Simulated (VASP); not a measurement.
CuO (Tenorite), 4 atoms in the cell. The structure is tetragonal, space group P4_2/mmc (No. 131). The conventional cell has a = 2.995 Å, b = 2.995 Å, c = 5.194 Å, α = 90.00°, β = 90.00°, γ = 90.00°. Around Cu (site symmetry mmm) lie 4 O at 1.98 Å. O (site symmetry -4m2) has 4 Cu at 1.98 Å as nearest neighbours. 

- Program: VASP 6.6.1
- Task: relaxation of shape and atoms at fixed volume
- Functional: PBE
- Potentials or basis: VASP PAW PBE potentials, release 64 (Cu, O)
- Cutoff: 600 eV
- k mesh: 12 × 12 × 8
- Occupations: gaussian, width 0.05 eV
- Spin: no spin polarisation
- Dipole correction: no
- Further INCAR settings: ALGO = Normal; EDIFF = 1e-07; IBRION = 2; EDIFFG = -0.01; NSW = 60; ISIF = 4

Potentials or basis: VASP PAW PBE potentials, release 64 (Cu, O).

Launch:

```sh
$ cat potpaw_PBE.64/Cu/POTCAR potpaw_PBE.64/O/POTCAR > POTCAR
$ mpirun -np 1 vasp_std > vasp.out
```

Hardware: 1 thread of AMD EPYC 9R45 (Zen 5), with other jobs on the host.

Task: Estimate the wall time of this run.

Result: Wall time 6.8 min on 1 thread of AMD EPYC 9R45 (Zen 5), with other jobs on the host, peak memory 0.4 GiB. Counts: scf iterations 30, k points 320, ion steps 3.
